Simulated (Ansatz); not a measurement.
# BN: stable or not

The structure comes from a generated guess, relaxed at this level; another structure or a mixture of phases may lie lower.

All numbers below come from Ansatz, DFT PBE, scalar-relativistic, plane waves, PAW. Plane waves to 420 eV, a 12×12×12 mesh through Γ for the 6-atom cell and 0.02 eV Gaussian smearing; no spin polarisation.

```cif
data_structure
_symmetry_space_group_name_H-M 'R3m:H'
_symmetry_Int_Tables_number 160
_cell_length_a 2.5572
_cell_length_b 2.5572
_cell_length_c 18.9506
_cell_angle_alpha 90.000
_cell_angle_beta 90.000
_cell_angle_gamma 120.000
_cell_volume 107.32
loop_
_atom_site_label
_atom_site_type_symbol
_atom_site_symmetry_multiplicity
_atom_site_Wyckoff_symbol
_atom_site_fract_x
_atom_site_fract_y
_atom_site_fract_z
_atom_site_occupancy
B1 B 3 a 0.66667 0.33333 0.09748 1
B2 B 3 a 0.33333 0.66667 0.20812 1
B3 B 3 a 0.00000 0.00000 0.31933 1
N1 N 3 a 0.66667 0.33333 0.01395 1
N2 N 3 a 0.00000 0.00000 0.23584 1
N3 N 3 a 0.33333 0.66667 0.12529 1
```

The zero of energy is the elements' standard structures at the same level (N₂ as a molecule); no fitted shifts are applied.

Question: These tests were run: energy against the elements; phonons at Γ. What do they show?

Answer:

```
                       test                        result
energy against the elements                −1.164 eV/atom
               phonons at Γ  lowest optical mode 412 cm⁻¹
```

It fails none of these tests. Other phases of the system weren't compared here, so this isn't yet thermodynamic stability. Phonons away from Γ weren't computed.

The run for the phonons used a 12×12×12 k mesh.
